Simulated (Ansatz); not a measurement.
**Tetradymite Sb2Te3**

Level of theory: HSE06 (plane waves, PAW; Ansatz, a quantum-chemistry and plane-wave program).

Settings: plane-wave cutoff 460 eV, 6×6×6 k mesh, Fermi–Dirac smearing 0.01 eV, scalar-relativistic PAW data made under PBE.

Cell: measured lattice: a = 4.256 Å, b = 4.256 Å, c = 30.363 Å, α = 90.00°, β = 90.00°, γ = 120.00°.

| Item | Value |
|---|---|
| band gap | 0.27 eV (on the SCF k mesh) |

Measured, for comparison: band gap 0.3 eV (temperature not stated, not corrected to a static lattice, compiled measured gap; kind and temperature not stated, our sources range from 0.17 to 0.30; as tabulated in Kothakonda et al. (2022), arXiv:2208.02841).

Note: cell and atoms aren't relaxed at this level (largest force component 0.25 eV/Å, pressure 0.7 GPa).

Spin–orbit coupling is not included; it can close the smallest gap of 0.27 eV.
